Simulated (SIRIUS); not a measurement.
# MgS (Niningerite) (Fm-3m) in SIRIUS: notebook

The runs below take MgS (Niningerite) through eos task, with PBE, LDA, PBEsol, RPBE, XLYP.

All numbers are computed with SIRIUS, more than one build; they aren't measurements. Logs are shortened: lines on timing, memory, paths and dates and some standing lists are left out, and cuts for length are marked. The log counts tension as positive stress, the text compression.

## Step 1: The crystal as given

Symmetry: Fm-3m, No. 225, cubic system. Conventional cell: a = 5.203 Å, b = 5.203 Å, c = 5.203 Å, α = 90.00°, β = 90.00°, γ = 90.00°. Around S (site symmetry m-3m) lie 6 Mg at 2.60 Å. Mg (site symmetry m-3m) is surrounded by 6 S at 2.60 Å.

## Step 2: Eos task, PBE

sirius.json reads:

```json
{
  "control": {
    "processing_unit": "cpu",
    "verbosity": 1,
    "num_bands_to_print": 15,
    "print_forces": false,
    "print_stress": true
  },
  "parameters": {
    "electronic_structure_method": "pseudopotential",
    "xc_functionals": ["XC_GGA_X_PBE", "XC_GGA_C_PBE"],
    "gk_cutoff": 9.2,
    "pw_cutoff": 18.4,
    "ngridk": [6, 6, 6],
    "shiftk": [0, 0, 0],
    "smearing": "fermi_dirac",
    "smearing_width": 0.0018374661,
    "num_bands": 15,
    "num_mag_dims": 0,
    "num_dft_iter": 100,
    "energy_tol": 1e-08,
    "density_tol": 1e-06
  },
  "iterative_solver": {
    "type": "davidson",
    "min_tolerance": 1e-09,
    "tolerance_scale": [0.1, 0.25]
  },
  "mixer": {
    "type": "anderson",
    "beta": 0.7,
    "max_history": 8
  },
  "settings": {
    "tol_ne": 1e-10,
    "pseudo_grid_cutoff": 6.5
  },
  "unit_cell": {
    "lattice_vectors": [
      [0.0, 4.916405972133, 4.916405972133],
      [4.916405972133, 0.0, 4.916405972133],
      [4.916405972133, 4.916405972133, 0.0]
    ],
    "atom_coordinate_units": "lattice",
    "atom_types": ["S", "Mg"],
    "atom_files": {
      "Mg": "Mg.json",
      "S": "S.json"
    },
    "atoms": {
      "S": [
        [0.5, 0.5, 0.5]
      ],
      "Mg": [
        [0.0, 0.0, 0.0]
      ]
    }
  }
}
```

Potentials or basis: PseudoDojo 0.5 PBE standard (scalar relativistic).

Launch:

```sh
$ upf_to_json Mg.upf
$ upf_to_json S.upf
$ OMP_NUM_THREADS=1 sirius.scf --input=sirius.json --output=out.json --task=3 --volume_scale0=0.94 --volume_scale1=1.06 --num_eos_points=7
```

The log of the run:

```text
[info] SIRIUS version : 7.10.0
[info] number of MPI ranks           : 1
[info] MPI grid                      : 1 1
[info] maximum number of OMP threads : 1
[fft] FFT context for density and potential
[fft] =====================================
[fft]   comm size                             : 1
[fft]   plane wave cutoff                     : 18.4
[fft]   grid size                             : 45 45 45   total : 91125
[fft]   grid limits                           : -22 22   -22 22   -22 22
[fft]   number of G-vectors within the cutoff : 11753
[fft]   local number of G-vectors             : 11753
[fft]   number of G-shells                    : 653
[fft] FFT context for coarse grid
[fft] =====================================
[fft]   comm size                             : 1
[fft]   plane wave cutoff                     : 18.4
[fft]   grid size                             : 45 45 45   total : 91125
[fft]   grid limits                           : -22 22   -22 22   -22 22
[fft]   number of G-vectors within the cutoff : 11753
[fft]   local number of G-vectors             : 11753
[fft]   number of G-shells                    : 653
[unit cell] lattice vectors
[unit cell]   a1 :       0.0000000000      4.8160429951      4.8160429951
[unit cell]   a2 :       4.8160429951      0.0000000000      4.8160429951
[unit cell]   a3 :       4.8160429951      4.8160429951      0.0000000000
[unit cell] reciprocal lattice vectors
[unit cell]   b1 :      -0.6523182324      0.6523182324      0.6523182324
[unit cell]   b2 :       0.6523182324     -0.6523182324      0.6523182324
[unit cell]   b3 :       0.6523182324      0.6523182324     -0.6523182324
[unit cell] unit cell volume :       223.40920438 [a.u.^3]
[unit cell] 1/sqrt(omega)    :         0.06690360
[unit cell] MT volume        :         0.00000000 ( 0.00%)
[unit cell] IT volume        :       223.40920438 (100.00%)
[unit cell] number of atom types : 2
[unit cell] type id : 0 symbol :  S mt_radius :  11.470000 num_atoms : 1
[unit cell] type id : 1 symbol : Mg mt_radius :  15.090000 num_atoms : 1
[unit cell] total number of atoms : 2
[unit cell] number of symmetry classes : 2
[unit cell] number of PAW atoms : 0
[unit cell] minimum bond length:     4.816043
[unit cell] total number of pseudo wave-functions: 9
[sym] space group number   : 225
[sym] international symbol : Fm-3m
[sym] Hall symbol          : -F 4 2 3
[sym] space group transformation matrix :
[sym]   0.0000  0.5000  0.5000
[sym]   0.5000  0.0000  0.5000
[sym]   0.5000  0.5000  0.0000
[sym] space group origin shift :
[sym]   0.0000  0.0000  0.0000
[sym] number of space group operations  : 48
[sym] number of magnetic group operations : 48
[... 117 lines left out ...]
[print_info]    2   0.3333   0.0000   0.0000         0.037037       2929
[print_info]    3   0.5000   0.0000   0.0000         0.018519       2938
[print_info]    4   0.1667   0.1667   0.0000         0.027778       2922
[print_info]    5   0.3333   0.1667   0.0000         0.111111       2933
[... 31 lines left out ...]
[find] <rho|V^{H}>                    :      43.68087931
[find] one-electron contribution      :     -41.78282926 (Ha),     -83.56565851 (Ry)
[find] hartree contribution           :      21.84043966
[find] xc contribution                :     -11.18862990
[find] ewald contribution             :     -39.15606594
[find] PAW contribution               :       0.00000000
[find] smearing (-TS)                 :      -0.00000000
[find] SCF correction                 :      -0.19885709
[find] Total energy                   :     -70.48594252 (Ha),    -140.97188504 (Ry)
[find] Free energy (E-TS)             :     -70.48594252 (Ha),    -140.97188504 (Ry)
[find] band gap (eV)                  :       3.84193653
[find] Efermi                         :       0.30298776
[find] iteration : 0, RMS : 7.079116807525e-03, energy difference : -7.048594252126e+01
[find] Hartree energy of density residual : 4.207832269748e-03
[find] bands are converged : true
[find] iterative solver converged : false
[find] Charges and magnetic moments
[find] --------------------------------------------------------------------------------
[find] total charge          : 16.000000
[find] Energy
[find] --------------------------------------------------------------------------------
[find] valence_eval_sum               :     -11.80573173
[find] <rho|V^{XC}>                   :     -13.45990411
[find] <rho|E^{XC}>                   :     -11.16621187
[find] <mag|B^{XC}>                   :       0.00000000
[find] <rho|V^{H}>                    :      43.68646456
[find] one-electron contribution      :     -42.03229218 (Ha),     -84.06458437 (Ry)
[find] hartree contribution           :      21.84323228
[find] xc contribution                :     -11.16621187
[find] ewald contribution             :     -39.15606594
[find] PAW contribution               :       0.00000000
[find] smearing (-TS)                 :      -0.00000000
[find] SCF correction                 :       0.00938859
[... 1071 lines left out ...]
[find] Efermi                         :       0.27202545
[find] iteration : 8, RMS : 2.051927592209e-07, energy difference : -3.262840664320e-09
[find] Hartree energy of density residual : 4.090126093078e-12
[find] Total energy                   :     -70.50517960 (Ha),    -141.01035921 (Ry)
[find] Free energy (E-TS)             :     -70.50517960 (Ha),    -141.01035921 (Ry)
[find] band gap (eV)                  :       2.69824935
[find] Efermi                         :       0.27202557
[find] iteration : 9, RMS : 6.928932712288e-08, energy difference : -6.421885245800e-10
[find] Hartree energy of density residual : 2.612252725186e-13
[find] Total energy                   :     -70.50517960 (Ha),    -141.01035921 (Ry)
[find] Free energy (E-TS)             :     -70.50517960 (Ha),    -141.01035921 (Ry)
[find] band gap (eV)                  :       2.69823782
[find] Efermi                         :       0.27202558
[find] iteration : 10, RMS : 2.716592963613e-08, energy difference : -1.548698946863e-10
[find] Hartree energy of density residual : 4.420345834408e-14
[find] bands are converged : false
[find] iterative solver converged : true
[find] converged after 11 SCF iterations!
[find] Charges and magnetic moments
[find] --------------------------------------------------------------------------------
[find] total charge          : 16.000000
[find] Energy
[find] --------------------------------------------------------------------------------
[find] valence_eval_sum               :     -12.47659994
[find] <rho|V^{XC}>                   :     -13.40444053
[find] <rho|E^{XC}>                   :     -11.12364054
[find] <mag|B^{XC}>                   :       0.00000000
[find] <rho|V^{H}>                    :      44.90167483
[find] one-electron contribution      :     -43.97383424 (Ha),     -87.94766847 (Ry)
[find] hartree contribution           :      22.45083742
[find] xc contribution                :     -11.12364054
[find] ewald contribution             :     -37.85854241
[find] PAW contribution               :       0.00000000
[... 233 lines left out ...]
[ground_state]  1083.238105    0.000000   -0.000000
[ground_state]     0.000000 1083.238105   -0.000000
[ground_state]    -0.000000   -0.000000 1083.238105
[ground_state] === stress_nonloc ===
[ground_state] 11466.711949    0.000000   -0.000000
[ground_state]     0.00000011466.711949   -0.000000
[ground_state]    -0.000000   -0.00000011466.711949
[ground_state] === stress_us_nl ===
[ground_state] 11466.711949    0.000000   -0.000000
[ground_state]     0.00000011466.711949   -0.000000
[ground_state]    -0.000000   -0.00000011466.711949
[ground_state] === stress_total ===
[ground_state]    28.480975   -0.000000   -0.000000
[ground_state]    -0.000000   28.480975    0.000000
[ground_state]    -0.000000    0.000000   28.480975
final result:
volume: 223.409204, energy: -70.503367
volume: 228.162592, energy: -70.504298
volume: 232.915979, energy: -70.504915
volume: 237.669366, energy: -70.505251
volume: 242.422754, energy: -70.505331
volume: 247.176141, energy: -70.505180
volume: 251.929528, energy: -70.504819
```

Wall time 1.8 min (1 thread of Arm Neoverse V2, shared host); peak memory 0.23 GiB.

Results:

```
Equilibrium volume                      : 17.90 Å³/atom
Bulk modulus                            : 74 GPa
Pressure derivative of the bulk modulus : 4.1
```

Energy against volume, from the lowest point:
```tsv
volume (Å³/atom)	energy (meV/atom)
16.553	26.72
16.905	14.06
17.257	5.65
17.609	1.09
17.962	0.00
18.314	2.06
18.666	6.96
```

PBE usually gives volumes a little too large and moduli too small. Zero-point motion and thermal expansion aren't in these numbers.

[end of part 1 of 4]
